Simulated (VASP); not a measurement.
Runs of VASP 6.6.1 on AlN. The structure is hexagonal, space group P6_3mc (No. 186). Conventional cell: a = 3.113 Å, b = 3.113 Å, c = 4.981 Å, α = 90.00°, β = 90.00°, γ = 120.00°. Al (site symmetry 3m) is surrounded by 4 N at 1.89 Å. N (site symmetry 3m) is surrounded by 4 Al at 1.89 Å. 

```tsv
task	level	potentials or basis	cell	k mesh	cutoff (eV)	smearing	ladder	grid for exact exchange (PRECFOCK)	exchange at q = 0	share of exact exchange	mesh quality	gap on the mesh (eV)	pressure (GPa)	relaxed volume (Å³/atom)	largest force (eV/Å)
relaxation of cell and atoms	PBEsol	VASP PAW PBE potentials, release 64 (Al, N)	relaxed	7 × 7 × 5	600	fermi-dirac 0.05 eV	-	-	-	-	not flagged	(b)	0.0	10.45	0.01
relaxation of cell and atoms	AM05	VASP PAW PBE potentials, release 64 (Al, N)	relaxed	7 × 7 × 5	600	fermi-dirac 0.05 eV	-	-	-	-	not flagged	4.19	0.0	10.45	0.01
band structure	r2SCAN-EpsX	VASP PAW PBE potentials, release 64 (Al, N)	as given	6 × 6 × 4	520	gaussian 0.02 eV	gaps	Fast	truncated	0.2218	not flagged	6.52	-4.0	-	0.13
relaxation of cell and atoms	revPBE	VASP PAW PBE potentials, release 64 (Al, N)	relaxed	7 × 7 × 5	600	fermi-dirac 0.05 eV	-	-	-	-	not flagged	3.99	0.0	10.76	-
relaxation of cell and atoms	PBE	VASP PAW PBE potentials, release 64 (Al, N)	relaxed	8 × 8 × 5	600	gaussian 0.05 eV	-	-	-	-	not flagged	4.06	0.0	10.63	-
relaxation of cell and atoms	vdW-DF-cx	VASP PAW PBE potentials, release 64 (Al, N)	relaxed	7 × 7 × 5	600	fermi-dirac 0.05 eV	-	-	-	-	not flagged	(a)	0.0	10.52	0.01
single point	PBE	VASP PAW PBE potentials, release 64 (Al_GW, N_GW)	as given	5 × 5 × 3	500	gaussian 0.02 eV	-	-	-	-	coarse	4.22	2.8	-	0.13
```

Alike in all rows: no spin polarisation.

Q: Estimate the missing entries.

A: (a) 4.18; (b) 4.12.

Caveats: some runs use coarse meshes; an odd mesh through Γ misses points on the zone boundary, where band edges often lie (some runs); the PAW data sets were made with another functional, which shifts forces and pressure a little (some runs); the cutoff is under 1.25 times the usual one of these potentials, so pressure, stress and relaxed cells hold a basis-set (Pulay) error (some runs).

Not every run made on this cell is shown here.
